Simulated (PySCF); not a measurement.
Compound: C6H6O.
Cartesian coordinates in Å at the PBE0-D3(BJ)/def2-TZVP level; atoms count from 1:
```xyz
13
C6H6O angstrom
O      2.4756   -0.1991    0.1058
C      1.1240   -0.0987    0.0468
C      0.3984   -1.2720   -0.1238
C     -0.9828   -1.2189   -0.1901
C     -1.6536   -0.0071   -0.0879
C     -0.9233    1.1584    0.0822
C      0.4612    1.1185    0.1501
H      2.8527    0.6766    0.2260
H      0.9323   -2.2111   -0.2024
H     -1.5427   -2.1377   -0.3229
H     -2.7347    0.0269   -0.1412
H     -1.4317    2.1123    0.1640
H      1.0292    2.0347    0.2841
```

Level: wB97X-D/pcSseg-2 in PySCF, non-relativistic, on one gas-phase PBE0-D3(BJ)/def2-TZVP geometry that isn't relaxed in the solvent. The solvent is an IEF-PCM continuum (Bondi radii, 1.10 Å for H, scaled by 1.2). Only the electrostatic response of the medium enters.

Gas phase at wB97X-D/pcSseg-2: HOMO -8.31 eV, LUMO 1.44 eV, dipole 1.33 D.

Problem. What does the continuum do to the energy, the frontier levels and the dipole at wB97X-D/pcSseg-2 in chloroform?

Solution. 
| solvent | ε | E(solvent) − E(gas) (kcal/mol) | polarisation term (kcal/mol) | distortion of the solute (kcal/mol) | HOMO (eV) | LUMO (eV) | dipole (D) |
| --- | --- | --- | --- | --- | --- | --- | --- |
| chloroform | 4.711 | -4.29 | -4.72 | 0.43 | -8.32 | 1.44 | 1.68 |

Polarisation term: ½ Σ q·V over the induced surface charges. Distortion: the rise of the solute's own energy as its density leaves the gas-phase optimum.

Problem. Which radius a makes the point-dipole formula ΔE = −[(ε − 1)/(2ε + 1)]·μ²/a³ give the value in chloroform, with the gas-phase dipole?

Solution. μ = 0.522 au and |ΔE| = 0.00683 Eh give a = 1.28 Å; the farthest nucleus lies 2.94 Å from the centroid of the nuclei, so such a sphere wouldn't even hold the nuclei. The formula assumes a rigid point dipole at the centre of a sphere.

Problem. Give the dipole vector in the frame of the coordinates (D, pointing from negative to positive charge), gas and chloroform.

Solution. Gas (0.02, 1.32, 0.15), solvent (0.07, 1.66, 0.19). Its length changes by +26 % and its direction by 1°.

Note: wB97X-D ran without an empirical dispersion term, which enters the total energy and its gradient alone.
